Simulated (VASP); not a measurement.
# BeTe (F-43m) in VASP: notebook

One crystal, BeTe, is run at these levels: PW91, AM05; tasks: relaxation of cell and atoms.

All numbers are computed with VASP 6.6.1; they aren't measurements. Logs are shortened: lines on timing, memory, paths and dates and some standing lists are left out, and cuts for length are marked.

## Step 1: The structure

It takes space group F-43m (No. 216, cubic). Conventional cell: a = 5.540 Å, b = 5.540 Å, c = 5.540 Å, α = 90.00°, β = 90.00°, γ = 90.00°. Around Te (site symmetry -43m) lie 4 Be at 2.40 Å. Around Be (site symmetry -43m) lie 4 Te at 2.40 Å.

## Step 2: Relaxation of cell and atoms, PW91

Contents of INCAR:

```
SYSTEM = BeTe
ALGO     = Fast           ! electronic algorithm
EDIFF    = 1E-7           ! SCF threshold, eV
EDIFFG   = -0.01          ! ionic threshold
ENCUT    = 600            ! plane-wave cutoff, eV
GGA      = 91             ! functional
IBRION   = 2              ! ionic algorithm
ISIF     = 3              ! what is computed and relaxed
ISMEAR   = -1             ! smearing method
LASPH    = .True.         ! aspherical terms in the spheres
LCHARG   = .False.        ! write CHGCAR
LREAL    = .False.        ! projectors in reciprocal space
LWAVE    = .False.        ! write WAVECAR
NELM     = 80             ! most SCF steps
NSW      = 60             ! ionic steps
PREC     = Accurate       ! precision mode
SIGMA    = 0.05           ! smearing width, eV
```

Contents of KPOINTS:

```
k-points
0
Gamma
  8 8 8
  0 0 0
```

Contents of POSCAR:

```
BeTe
1.0
    0.0000000000      2.7700000000      2.7700000000
    2.7700000000      0.0000000000      2.7700000000
    2.7700000000      2.7700000000      0.0000000000
Te Be
1 1
Direct
    0.7500000000      0.7500000000      0.7500000000
    0.0000000000      0.0000000000      0.0000000000
```

Potentials or basis: VASP PAW PBE potentials, release 64 (Te, Be).

On the command line:

```
cat potpaw_PBE.64/Te/POTCAR potpaw_PBE.64/Be/POTCAR > POTCAR
mpirun -np 1 vasp_std > vasp.out
```

OUTCAR:

```text
SYSTEM = BeTe
   EDIFF = 1E-7
   EDIFFG = -0.01
   ENCUT = 600
   GGA = 91
   IBRION = 2
   ISIF = 3
   ISMEAR = -1
   LASPH = .True.
   LREAL = .False.
   NELM = 80
   NSW = 60
   PREC = Accurate

 ion  position               nearest neighbor table
   1  0.750  0.750  0.750-   2 2.40   2 2.40   2 2.40   2 2.40
   2  0.000  0.000  0.000-   1 2.40   1 2.40   1 2.40   1 2.40

  LATTYP: Found a face centered cubic cell.
 ALAT       =     5.5400000000

  Lattice vectors:

 A1 = (   0.0000000000,   2.7700000000,   2.7700000000)
 A2 = (   2.7700000000,   0.0000000000,   2.7700000000)
 A3 = (   2.7700000000,   2.7700000000,   0.0000000000)

Analysis of symmetry for initial positions (statically):
=====================================================================
 Subroutine PRICEL returns:
 Original cell was already a primitive cell.

 Routine SETGRP: Setting up the symmetry group for a
 face centered cubic supercell.

 Subroutine GETGRP returns: Found 24 space group operations
 (whereof 24 operations were pure point group operations)
 out of a pool of 48 trial point group operations.

The static configuration has the point symmetry T_d .

Analysis of symmetry for dynamics (positions and initial velocities):
=====================================================================
 Subroutine PRICEL returns:
 Original cell was already a primitive cell.

 Routine SETGRP: Setting up the symmetry group for a
 face centered cubic supercell.

 Subroutine GETGRP returns: Found 24 space group operations
 (whereof 24 operations were pure point group operations)
 out of a pool of 48 trial point group operations.

The dynamic configuration has the point symmetry T_d .

 Subroutine INISYM returns: Found 24 space group operations
 (whereof 24 operations are pure point group operations),
 and found     1 'primitive' translations

----------------------------------------------------------------------------------------

                                     Primitive cell

  volume of cell :      42.5079

  direct lattice vectors                    reciprocal lattice vectors
     0.000000000  2.770000000  2.770000000    -0.180505415  0.180505415  0.180505415
     2.770000000  0.000000000  2.770000000     0.180505415 -0.180505415  0.180505415
[... 100 lines left out ...]
   ISMEAR =    -1;   SIGMA  =   0.05  broadening in eV -4-tet -1-fermi 0-gaus
   EFERMI_NEDOS =   21; number of points for ismear=-14 and -15
   IALGO  =     68    algorithm
   IMIX   =      4    mixing-type and parameters
     AMIX     =   0.40;   BMIX     =  1.00
     AMIX_MAG =   1.60;   BMIX_MAG =  1.00
  volume/ion in A,a.u.               =      21.25       143.43
  Fermi-wavevector in a.u.,A,eV,Ry     =   0.938170  1.772885 11.975354  0.880164
  Thomas-Fermi vector in A             =   2.065355
   LORBIT       =      0    0 simple, 1 ext, 2 COOP (PROOUT), +10 PAW based schemes
   GGA     = 91    functional components
   LHFCALC =     F    Hartree Fock is set to
   AEXX    =    0.0000 exact exchange contribution
   IVDW    =     0    specifies the selected vdW correction
   LEPSILON=     F    determine dielectric tensor
   LRPA    =     F    only Hartree local field effects (RPA)
 conjugate gradient relaxation of ions
 non-spin polarized calculation
 RMM-DIIS sequential band-by-band and
  energy-cutoff  :      600.00
  volume of cell :       42.51
 maximum number of plane-waves:      1433
   NGX = 15   NGY = 15   NGZ = 15

--------------------------------------- Ionic step        1  -------------------------------------------

 number of electron       8.0000000 magnetization

 Free energy of the ion-electron system (eV)
  ---------------------------------------------------
  ext. energy  EPLUGINS =         0.00000000
  ---------------------------------------------------
  free energy    TOTEN  =        -7.61097353 eV

  energy without entropy =       -7.61097353  energy(sigma->0) =       -7.61097353

------------------------ aborting loop because EDIFF is reached ----------------------------------------

  FORCE on cell =-STRESS in cart. coord.  units (eV):
  Direction    XX          YY          ZZ          XY          YZ          ZX
  --------------------------------------------------------------------------------------
  -------------------------------------------------------------------------------------
  Total        1.2100077      1.2100077      1.2100077      0.0000000      0.0000000      0.0000000
  in kB       45.6067791     45.6067791     45.6067791      0.0000000      0.0000000      0.0000000
  external PRESSURE =      45.6067791 kB  Pullay stress =       0.0000000 kB
[... 59 lines left out ...]
--------------------------------------- Ionic step        3  -------------------------------------------

 number of electron       8.0000000 magnetization

 Free energy of the ion-electron system (eV)
  ---------------------------------------------------
  ext. energy  EPLUGINS =         0.00000000
  ---------------------------------------------------
  free energy    TOTEN  =        -7.65230418 eV

  energy without entropy =       -7.65230418  energy(sigma->0) =       -7.65230418

 E-fermi :   5.7859     XC(G=0):  -9.0086

 val. band max:        4.8343839962   @ k =   0.0000   0.0000   0.0000
 cond. band min:       6.8679637277   @ k =   0.5000   0.5000   0.0000
 fundamental gap:      2.0335797314
 Fermi energy:         5.7859094821

 k-point     1 :       0.0000    0.0000    0.0000
  band No.  band energies     occupation
      1      -7.3133      2.00000
      2       4.8344      2.00000
      3       4.8344      2.00000
      4       4.8344      2.00000
      5       8.4771      0.00000
      6       8.4771      0.00000
      7       8.4771      0.00000
      8       8.5358      0.00000
[... 243 lines left out ...]
 k-point    24 :      -0.3750    0.2500    0.1250
  band No.  band energies     occupation
      1      -5.7844      2.00000
      2      -0.1627      2.00000
      3       2.0158      2.00000
      4       2.9916      2.00000
      5       9.0295      0.00000
      6       9.2307      0.00000
      7      11.4528      0.00000
      8      12.5289      0.00000

 [... further k-points ...]

------------------------ aborting loop because EDIFF is reached ----------------------------------------

  FORCE on cell =-STRESS in cart. coord.  units (eV):
  Direction    XX          YY          ZZ          XY          YZ          ZX
  --------------------------------------------------------------------------------------
  -------------------------------------------------------------------------------------
  Total        0.0029878      0.0029878      0.0029878     -0.0000000      0.0000000     -0.0000000
  in kB        0.1050259      0.1050259      0.1050259     -0.0000000      0.0000000     -0.0000000
  external PRESSURE =       0.1050259 kB  Pullay stress =       0.0000000 kB
[... 17 lines left out ...]
  FREE ENERGIE OF THE ION-ELECTRON SYSTEM (eV)
  ---------------------------------------------------
  free  energy   TOTEN  =        -7.6523041777 eV

  energy  without entropy=       -7.6523041776  energy(sigma->0) =       -7.65230418

 reached required accuracy - stopping structural energy minimisation
```

CONTCAR:

```text
BeTe
   1.00000000000000
     0.0000000000000000    2.8351717530203491    2.8351717530203491
     2.8351717530203491    0.0000000000000000    2.8351717530203491
     2.8351717530203491    2.8351717530203491    0.0000000000000000
  Te              Be
     1     1
Direct
     0.7500000000000000    0.7500000000000000    0.7500000000000000
     0.0000000000000000    0.0000000000000000    0.0000000000000000

  0.00000000E+00  0.00000000E+00  0.00000000E+00
  0.00000000E+00  0.00000000E+00  0.00000000E+00
```

It took 56 s on 1 thread of Intel Xeon Platinum 8259CL at 2.50GHz (Skylake/Cascade Lake), shared host; peak memory 0.19 GiB.

What came out:

| Property | Result |
| --- | --- |
| Free energy | -7.6523 eV |
| Relaxed volume | 22.79 Å³/atom |
| Relaxed cell | a = 4.010 Å, b = 4.010 Å, c = 4.010 Å, α = 60.00°, β = 60.00°, γ = 60.00° |
| Space group after relaxing (to 0.05 Å) | F-43m (No. 216) |
| Energy gained by relaxing | 20.7 meV/atom |
| Ionic steps | 3 |
| Pressure after relaxing | 0.0 GPa |
| Band gap on the k mesh | 2.03 eV, indirect (least direct gap 3.64 eV) |

The path:
| step | energy change (eV) | largest force (eV/Å) | pressure (GPa) | volume (Å³) |
| --- | --- | --- | --- | --- |
| 1 | 0.0000 | 0.0000 | 4.56 | 42.51 |
| 2 | -0.0392 | 0.0000 | -0.89 | 46.34 |
| 3 | -0.0413 | 0.0000 | 0.01 | 45.58 |

Final structure:
```cif
data_structure
_symmetry_space_group_name_H-M 'P 1'
_symmetry_Int_Tables_number 1
_cell_length_a 4.0095
_cell_length_b 4.0095
_cell_length_c 4.0095
_cell_angle_alpha 60.000
_cell_angle_beta 60.000
_cell_angle_gamma 60.000
_cell_volume 45.58
loop_
_atom_site_label
_atom_site_type_symbol
_atom_site_fract_x
_atom_site_fract_y
_atom_site_fract_z
_atom_site_occupancy
Te1 Te 0.75000 0.75000 0.75000 1
Be1 Be 0.00000 0.00000 0.00000 1
```

Caveat: the PAW data sets were made with another functional, which shifts forces and pressure a little; spin-orbit coupling is left out, which moves the levels of the heavy elements. A hybrid or GW would open this gap; PW91 tends to underestimate it.

## Step 3: Relaxation of cell and atoms, AM05

Contents of INCAR:

```
ALGO = Fast ; EDIFF = 1E-6
EDIFFG = -0.02 ; ENCUT = 600
GGA = AM ; IBRION = 2
ISIF = 3 ; ISMEAR = -1
LASPH = T ; LCHARG = F
LREAL = F ; LWAVE = F
NELM = 100 ; NSW = 40
PREC = Accurate ; SIGMA = 0.05
```

Contents of KPOINTS:

```
k-points
0
Gamma
  8 8 8
```

POSCAR is that of step 2.

Potentials or basis: VASP PAW PBE potentials, release 64 (Te, Be).

On the command line:

```
cat potpaw_PBE.64/Te/POTCAR potpaw_PBE.64/Be/POTCAR > POTCAR
mpirun -np 1 vasp_std > vasp.out
```

It took 54 s on 1 thread of Intel Xeon Platinum 8259CL at 2.50GHz (Skylake/Cascade Lake), shared host; peak memory 0.18 GiB.

The run converged. Its results:

```yaml
Free_energy: -7.8332 eV
Relaxed_volume: 22.23 Å³/atom
Relaxed_cell: a = 3.976 Å, b = 3.976 Å, c = 3.976 Å, α = 60.00°, β = 60.00°, γ = 60.00°
Space_group_after_relaxing_to_0.05_Å: F-43m (No. 216)
Energy_gained_by_relaxing: 8.3 meV/atom
Ionic_steps: 3
Pressure_after_relaxing: 0.0 GPa
Band_gap_on_the_k_mesh: 1.92 eV, indirect (least direct gap 3.59 eV)
```

The path:
| step | energy change (eV) | largest force (eV/Å) | pressure (GPa) | volume (Å³) |
| --- | --- | --- | --- | --- |
| 1 | 0.0000 | 0.0000 | 2.84 | 42.51 |
| 2 | -0.0159 | 0.0000 | -0.52 | 44.86 |
| 3 | -0.0166 | 0.0000 | 0.00 | 44.45 |

Final structure:
```
Te Be
1.0
     0.00000    2.81158    2.81158
     2.81158    0.00000    2.81158
     2.81158    2.81158    0.00000
Te Be
1 1
Direct
  0.75000 0.75000 0.75000
  0.00000 0.00000 0.00000
```

Levels at points of the mesh, in eV from the valence-band top:
```
           k point  band 2  band 3  band 4  band 5  band 6  band 7
(0.00, 0.00, 0.00)    0.00    0.00    0.00    3.59    3.59    3.59
(0.50, 0.00, 0.00)   -5.58   -1.14   -1.14    3.08    4.56    4.56
(0.50, 0.50, 0.00)   -5.14   -2.67   -2.67    1.92    2.66    9.73
```

Caveat: the PAW data sets were made with another functional, which shifts forces and pressure a little; spin-orbit coupling is left out, which moves the levels of the heavy elements. A k mesh can miss the band edges.

## Step 4: The reference run

An earlier run on the cell as given: functional PBEsol; potentials or basis VASP PAW PBE potentials, release 64 (Te, Be); cutoff 520 eV; k mesh 8 × 8 × 8; occupations fermi-dirac, width 0.05 eV; no spin polarisation.

* Pressure: 2.5 GPa
* Band gap on the k mesh: 1.73 eV, indirect (least direct gap 3.55 eV)

## Step 5: Summary

```tsv
task	level	cell	cutoff (eV)	ladder	gap on the mesh (eV)	pressure (GPa)	relaxed volume (Å³/atom)
relaxation of cell and atoms	PW91	relaxed	600	-	2.03	0.0	22.79
relaxation of cell and atoms	AM05	relaxed	600	-	1.92	0.0	22.23
single point	PBEsol	as given	520	free	1.73	2.5	-
```

Alike in all rows: potentials or basis VASP PAW PBE potentials, release 64 (Te, Be); no spin polarisation; k mesh 8 × 8 × 8; smearing fermi-dirac 0.05 eV.

Caveats: the PAW data sets were made with another functional, which shifts forces and pressure a little; spin-orbit coupling is left out, which moves the levels of the heavy elements.

Absolute energies hang on the potentials; compare differences alone.
